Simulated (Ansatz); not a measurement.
## Strain response of Rh

These are results of Ansatz, DFT PBE, scalar-relativistic, plane waves, PAW, not measurements. (420 eV cutoff, 21×21×12 k-mesh, Gaussian smearing of 0.10 eV, no spin polarisation)

The relaxed crystal:

```
CELL_PARAMETERS angstrom
2.72479 0.00000 0.00000
-1.36239 2.35974 0.00000
0.00000 0.00000 4.38484
ATOMIC_POSITIONS crystal
Rh 0.66667 0.33333 0.75000
Rh 0.33333 0.66667 0.25000
```

Deformation: uniaxial strain along c, with the lengths of a and b and the atoms relaxed and the angles held, all within the symmetry that the strain leaves. Energies are extrapolated to zero smearing. Stress is positive in compression, on the Cartesian axes of the cell above. On this cell's mesh the reference holds a stress of up to 0.46 GPa.

| strain (%) | ΔE (meV/atom) | a (Å) | b (Å) | c (Å) | σxx (GPa) | σyy (GPa) | σzz (GPa) |
| --- | --- | --- | --- | --- | --- | --- | --- |
| -6.0 | 61.2 | 2.786 | 2.786 | 4.122 | 0.00 | 0.00 | 21.71 |
| -4.0 | 28.0 | 2.762 | 2.762 | 4.209 | 0.00 | 0.00 | 14.67 |
| -2.0 | 7.7 | 2.741 | 2.741 | 4.297 | 0.00 | 0.00 | 7.73 |
| +0.0 | 0.0 | 2.725 | 2.725 | 4.385 | -0.22 | -0.22 | 0.46 |
| +2.0 | 4.9 | 2.709 | 2.709 | 4.473 | 0.00 | 0.00 | -5.87 |
| +4.0 | 19.9 | 2.695 | 2.695 | 4.560 | 0.00 | 0.00 | -11.30 |
| +6.0 | 43.7 | 2.683 | 2.683 | 4.648 | 0.00 | 0.00 | -16.26 |

This form isn't the element's structure at ambient conditions.